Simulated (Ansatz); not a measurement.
# Ru: compression at zero temperature

One table from this session's results is given with a row withheld; the runs are named, their logs left out.

Program: Ansatz 0.2.0. Level of theory: DFT PBEsol, scalar-relativistic, plane waves, PAW. These are calculated values, not measurements.

1 further run of the same task is left out (set aside as unsound or not needed).

**The structure to begin with**

The structure is hexagonal, space group P6_3/mmc (No. 194). The conventional cell has a = 2.689 Å, b = 2.689 Å, c = 4.252 Å, α = 90.00°, β = 90.00°, γ = 120.00°. Ru (site symmetry -6m2) has 12 Ru at 2.63 to 2.69 Å in its first shell of neighbours.

As a file:

```cif
data_structure
_symmetry_space_group_name_H-M 'P6_3/mmc'
_symmetry_Int_Tables_number 194
_cell_length_a 2.6895
_cell_length_b 2.6895
_cell_length_c 4.2519
_cell_angle_alpha 90.000
_cell_angle_beta 90.000
_cell_angle_gamma 120.000
_cell_volume 26.64
loop_
_atom_site_label
_atom_site_type_symbol
_atom_site_symmetry_multiplicity
_atom_site_Wyckoff_symbol
_atom_site_fract_x
_atom_site_fract_y
_atom_site_fract_z
_atom_site_occupancy
Ru1 Ru 2 c 0.33333 0.66667 0.25000 1
```

It goes back to an entry of the Materials Project.

This cell was relaxed beforehand with the same method: volume 13.32 Å³/atom, gap on the mesh none (metal).

The first run:

input.yaml

```yaml
crystal:
  lattice:
    - [2.7151107506, 0.0, 0.0]
    - [-1.3575553753, 2.3513548842, 0.0]
    - [0.0, 0.0, 4.2924621582]
  atoms:
    - { symbol: Ru, position: [0.3333333333, 0.6666666667, 0.25] }
    - { symbol: Ru, position: [0.6666666667, 0.3333333333, 0.75] }
basis:
  ecutwfc: 420
kpoints:
  mp_grid: { grid: [18, 18, 10] }
hamiltonian:
  xc: pbesol
scf:
  occupations: { method: gaussian, width: 0.1 }
output:
  forces: true
  stress: true
  eigenvalues: true
relax:
  adjacent_minimum: "off"
  f_tol: 0.008
  max_steps: 50
  cell: { stress_tol: 0.08, p_target: -3.0 }
```

Started as:

```bash
$ ansatz run input.yaml --threads 1 --pin off --max-ram 2560MiB --backend cpu --events-out ev --progress --plain --runs-dir out
```

Among the steps run: Relaxing at -3 GPa; 3 GPa; 8 GPa; Target pressure 15 GPa; 30 GPa; Target pressure 60 GPa.

One of the session's tables, all rows but one given; the rest of the session is left out.

Lengths are those of the vectors of the cell that was run:

| P (GPa) | V (Å³/atom) | a (Å) | b (Å) | c (Å) | ΔH (eV/atom) |
| --- | --- | --- | --- | --- | --- |
| -3 | 13.44 | 2.698 | 2.698 | 4.263 | -0.250 |
| 0 | 13.32 | 2.689 | 2.689 | 4.252 | 0.000 |
| 3 | ? | ? | ? | ? | ? |
| 8 | 13.03 | 2.669 | 2.669 | 4.224 | 0.658 |
| 15 | 12.80 | 2.653 | 2.653 | 4.201 | 1.222 |
| 30 | 12.38 | 2.623 | 2.623 | 4.158 | 2.400 |
| 60 | 11.72 | 2.573 | 2.573 | 4.087 | 4.654 |

Q: Estimate the row for P (GPa) = 3 from the others.

Worked estimate for «V (Å³/atom)». A straight line through the neighbours (0, 13.32) and (8, 13.03) gives 13.32 + (13.03 − 13.32) × (3 − 0) / (8 − 0) = 13.21; a parabola fitted to 4 rows on both sides gives 13.21.

**Answer.** V (Å³/atom): 13.21; a (Å): 2.682; b (Å): 2.682; c (Å): 4.241; ΔH (eV/atom): 0.248. In «V (Å³/atom)» the line misses by 0.00 and the parabola by 0.00.

ΔH is E + PV over the energy at zero pressure; a, b and c are the vectors of the computed cell. 

Caveats from the session: Other structures may take over in this range; these runs cannot find them.
